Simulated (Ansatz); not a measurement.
# MnS under changes of volume

One of the cells (15.435 Å³/atom); the others are scaled copies at fixed shape and fractional positions:

```
Mn S
1.0
     0.00000    2.48984    2.48984
     2.48984    0.00000    2.48984
     2.48984    2.48984    0.00000
Mn S
1 1
Direct
  0.00000 0.00000 0.00000
  0.75000 0.75000 0.75000
```

The cell is a database's computed one.

| Property | Result |
| --- | --- |
| Program | Ansatz 0.2.0 |
| Functional | r2SCAN |
| Potentials or basis | Ansatz PAW |
| Cutoff | 500 eV (not typed: the program's choice for these potentials) |
| k mesh | 9 × 9 × 9 |
| Occupations | fermi-dirac, width 0.05 eV |
| Spin | collinear spin, ferromagnetic start |
| Starting moments | [4.0, 0.0] μB |

```csv
volume (Å³/atom),energy over the lowest point (meV/atom),pressure (GPa),moment (μB per cell)
14.527,313.65,38.2,3.42
14.830,242.68,35.5,3.55
15.133,179.26,33.4,3.69
15.435,?,?,?
15.738,54.83,30.2,4.01
16.041,0.00,28.4,4.12
```

Question: What does the run at 15.435 Å³/atom give?

Answer: Energy over the lowest point 114.88 meV/atom; pressure 33.0 GPa; moment 3.93 μB per cell.

Worked out: A Birch-Murnaghan fit of order 3 (a polynomial in V^(-2/3)) to the other rows has no minimum within the range. It gives 115.11 meV/atom at 15.435 Å³/atom, against the run's 114.88, and -dE/dV = 32.4 GPa, against 33.0. A parabola through the other rows of the moment, of slope 0.475 μB per Å³/atom there, gives 3.84 μB, against the run's 3.93.

Energies are extrapolated to zero smearing.

Caveats: the magnetic or orbital state may not be the lowest; a cell with one magnetic atom can't hold antiferromagnetic order, which such compounds often take; the PAW data sets come from PBE, with cores solved anew for the run's functional, which leaves a small shift of forces and pressure.
